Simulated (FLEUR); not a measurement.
A run of FLEUR MaX-R8.1 (later development tree) is set up as follows.

File inp.xml:

```xml
<?xml version="1.0" encoding="UTF-8" standalone="no"?>
<fleurInput fleurInputVersion="0.39">
   <comment>
      Rh                                                                                                  
   </comment>
   <calculationSetup>
      <cutoffs Kmax="4.26" Gmax="13.2" GmaxXC="13.2" numbands="0"/>
      <scfLoop itmax="60" minDistance="0.00001" maxIterBroyd="15" imix="Anderson" alpha="0.05" precondParam="0.0" spinf="2.0" sdNocoIR="T"/>
      <coreElectrons ctail="T" frcor="F" kcrel="0" coretail_lmax="0"/>
      <xcFunctional name="PBEs" relativisticCorrections="F"/>
      <magnetism jspins="1"/>
      <soc l_soc="F" theta="0.0" phi="0.0" spav="F"/>
      <expertModes spex="0" secvar="F"/>
      <geometryOptimization l_f="T" forcealpha="1.0" forcemix="BFGS" epsdisp="0.0005" epsforce="0.0002"/>
      <ldaU l_linMix="F" mixParam="0.05" spinf="1.0"/>
   </calculationSetup>
   <cell>
      <bzIntegration valenceElectrons="17.0" mode="hist" fermiSmearingEnergy="0.00183747">
         <kPointListSelection listName="default-1"/>
         <!-- k-points included here -->
         <xi:include xmlns:xi="http://www.w3.org/2001/XInclude" href="kpts.xml"> </xi:include>
      </bzIntegration>
      <!-- symmetry operations included here -->
      <xi:include xmlns:xi="http://www.w3.org/2001/XInclude" href="sym.xml"> </xi:include>
      <bulkLattice scale="1.0">
         <bravaisMatrix>
            <row-1>    0.0000000000000000     3.5864167255721098     3.5864167255721098</row-1>
            <row-2>    3.5864167255721098     0.0000000000000000     3.5864167255721098</row-2>
            <row-3>    3.5864167255721098     3.5864167255721098     0.0000000000000000</row-3>
         </bravaisMatrix>
      </bulkLattice>
   </cell>
   <atomSpecies>
      <species name="Rhodium (Rh)" element="Rh" atomicNumber="45">
         <mtSphere radius="2.3" gridPoints="777" logIncrement="0.016"/>
         <atomicCutoffs lmax="9" lnonsphr="9"/>
         <electronConfig flipSpins="F">
            <coreConfig>(1s1/2) (2s1/2) (2p1/2) (2p3/2) (3s1/2) (3p1/2) (3p3/2) (3d3/2) (3d5/2)</coreConfig>
            <valenceConfig>(4s1/2) (4p1/2) (4p3/2) (5s1/2) (4d3/2) (4d5/2)</valenceConfig>
            <stateOccupation state="(5s1/2)" spinUp="0.500000" spinDown="0.500000"/>
            <stateOccupation state="(4d3/2)" spinUp="1.600000" spinDown="1.600000"/>
            <stateOccupation state="(4d5/2)" spinUp="2.400000" spinDown="2.400000"/>
         </electronConfig>
         <energyParameters s="5" p="5" d="4" f="4"/>
         <lo type="SCLO" l="0" n="4" eDeriv="0"/>
         <lo type="SCLO" l="1" n="4" eDeriv="0"/>
         <lo type="SCLO" l="1" n="4" eDeriv="1"/>
         <lo type="SCLO" l="2" n="4" eDeriv="2"/>
         <lo type="SCLO" l="3" n="4" eDeriv="2"/>
      </species>
   </atomSpecies>
   <atomGroups>
      <atomGroup species="Rhodium (Rh)">
         <relPos label="                   1">.0000000000 .0000000000 .0000000000</relPos>
         <force calculate="T" relaxXYZ="TTT"/>
      </atomGroup>
   </atomGroups>
   <output dos="F" band="F" slice="F">
      <checks vchk="F" cdinf="F"/>
      <bandDOS minEnergy="-.5*Htr" maxEnergy="0.5*Htr" sigma="0.015" storeEVData="T"/>
      <vacuumDOS vacdos="F" integ="F" star="F" nstars="0" locx1="0.0" locy1="0.0" locx2="0.0" locy2="0.0" nstm="0" tworkf="0.0"/>
      <unfoldingBand unfoldBand="F" supercellX="1" supercellY="1" supercellZ="1"/>
      <plotting iplot="0" polar="F">
         <plot TwoD="T" vec1="  1.0  0.0  0.0" vec2="  0.0  1.0  0.0" vec3="  0.0  0.0  1.0" zero="  0.0  0.0  0.0" file="plot"/>
      </plotting>
      <chargeDensitySlicing numkpt="0" minEigenval="0.0" maxEigenval="0.0" nnne="0" pallst="F"/>
      <specialOutput eonly="F"/>
      <moessbauerParams electricFieldGradient="T" isomerShift="T" coreHyperfine="T" valenceHyperfine="T"/>
      <magneticCircularDichroism mcd="F" energyLo="-10.0" energyUp="0.0"/>
   </output>
  <!-- We include the file relax.xml here to enable relaxations (see documentation) -->
  <xi:include xmlns:xi="http://www.w3.org/2001/XInclude" href="relax.xml"> <xi:fallback/> </xi:include>
</fleurInput>
```

File crystal.txt:

```
Rh
&input cartesian=F /
0.0000000000  1.8978500000  1.8978500000
1.8978500000  0.0000000000  1.8978500000
1.8978500000  1.8978500000  0.0000000000
1.8897261246
1.0 1.0 1.0

1
45 0.0000000000  0.0000000000  0.0000000000

&kpt div1=12 div2=12 div3=12 gamma=T /
```

Potentials or basis: all-electron, FLAPW.

The run is started by

```bash
$ inpgen -f crystal.txt -profile fastHighL
$ # inp.xml edited to the form shown
$ fleur_MPI
```

Problem. What does it give for the band gap on the k mesh?

Solution. None (metal or under the smearing width).

Core levels (eV from the Fermi level):
| atom | levels |
| --- | --- |
| 1 Rh | 1s1/2 -23009.6, 2s1/2 -3332.5, 2p1/2 -3085.7, 2p3/2 -2941.2, 3s1/2 -592.5, 3p1/2 -495.9, 3p3/2 -471.0, 3d3/2 -299.9, 3d5/2 -295.0 |
